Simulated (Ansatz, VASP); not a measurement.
One calculation of Mg2H3, two programs

The input INCAR:

```
SYSTEM = Mg2H3
ALGO = Normal ; EDIFF = 1E-6
EDIFFG = -0.01 ; ENCUT = 600
GGA = PE ; IBRION = 2
ISIF = 3 ; ISMEAR = 0
LASPH = .TRUE. ; LCHARG = .FALSE.
LREAL = .FALSE. ; LWAVE = .FALSE.
NELM = 100 ; NSW = 100
PREC = Accurate ; SIGMA = 0.1
```

File KPOINTS:

```
k-points
0
G
  15 15 6
  0 0 0
```

POSCAR

```
Mg2H3
1.0
    3.2531111768      0.0000000000      0.0000000000
   -1.6265555884      2.8172769205      0.0000000000
    0.0000000000      0.0000000000      6.0509689631
Mg H
2 3
Direct
    0.0000000000      0.0000000000      0.2444340766
    0.0000000000      0.0000000000      0.7555659234
    0.5000000000      0.0000000000      0.5000000000
    0.0000000000      0.5000000000      0.5000000000
    0.5000000000      0.5000000000      0.5000000000
```

Input for Ansatz:

```yaml
crystal:
  lattice:
    - [3.2531111768, 0.0, 0.0]
    - [-1.6265555884, 2.8172769205, 0.0]
    - [0.0, 0.0, 6.0509689631]
  atoms:
    - { symbol: Mg, position: [0.0, 0.0, 0.2444340766] }
    - { symbol: Mg, position: [0.0, 0.0, 0.7555659234] }
    - { symbol: H, position: [0.5, 0.0, 0.5] }
    - { symbol: H, position: [0.0, 0.5, 0.5] }
    - { symbol: H, position: [0.5, 0.5, 0.5] }
basis:
  ecutwfc: 420
kpoints:
  mp_grid: { grid: [15, 15, 6] }
hamiltonian:
  xc: pbe
scf:
  occupations: { method: gaussian, width: 0.1 }
output:
  forces: true
  stress: true
  eigenvalues: true
relax:
  adjacent_minimum: "off"
  f_tol: 0.01
  max_steps: 80
  cell: { stress_tol: 0.05 }
```

Alike in both runs: task relaxation of cell and atoms; functional PBE; k mesh 15 × 15 × 6; occupations gaussian, width 0.1 eV; no spin polarisation.

|  | VASP | Ansatz |
| --- | --- | --- |
| version | VASP 6.6.1 | Ansatz 0.2.0 |
| potentials or method | VASP PAW PBE potentials, release 64 (Mg, H) | scalar-relativistic, plane waves, PAW |
| plane-wave cutoff (eV) | 600 | 420 |
| valence electrons in the cell | 7 | 23 |

```csv
,VASP,Ansatz,Ansatz less VASP
"gap on the k mesh at the Fermi level, each at its own relaxed structure (eV)",none,none,-
relaxed volume (Å³/atom),11.26,11.30,+0.043
relaxed cell length with the largest relative difference (Å),5.913,5.921,+0.0075
energy change over the relaxation (meV/atom),-4,-4,-0.1
```

A gap of «none» marks a metal or a gap that the smearing closes. The two sets of potentials don't hold the same shells in valence.
